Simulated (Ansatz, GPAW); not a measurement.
**One calculation of Ga, 3 ways**

```
Ga
1.0
    -1.38440    1.38440    2.31122
     1.38440   -1.38440    2.31122
     1.38440    1.38440   -2.31122
Ga
1
Direct
  0.00000 0.00000 0.00000
```

This isn't the form of Ga at room conditions, which is orthorhombic.

Alike in all runs: task band structure; functional LDA; k mesh 13 × 13 × 13; occupations fermi-dirac, width 0.05 eV; no spin polarisation; no spin-orbit coupling. LDA stands for any of its common fits. Pressure is positive in compression and, in plane waves, holds the error of the finite cutoff, which Ansatz's Pulay term estimates and takes out.

| program and potentials | plane-wave cutoff (eV) | notes | pressure (GPa) |
| --- | --- | --- | --- |
| Ansatz, Ansatz PAW | 420 | potentials made for PBE, which Ansatz adapts in part; 13 valence electrons an atom on average; Pulay term of +0.03 GPa included | -2.40 |
| GPAW, the program's PAW data sets (release 1.2.1) made for this functional | 600 | 3 valence electrons an atom on average | -2.02 |
| Ansatz, all-electron LAPW, scalar-relativistic | - | - | -2.36 |

The pressure spans -2.40 (Ansatz, Ansatz PAW) to -2.02 GPa (GPAW, the program's PAW data sets (release 1.2.1) made for this functional), with all-electron results at -2.36.

The functional is the same throughout but for its coding, so the spread measures potentials, basis and numerics; runs on potential files found faulty are left out.
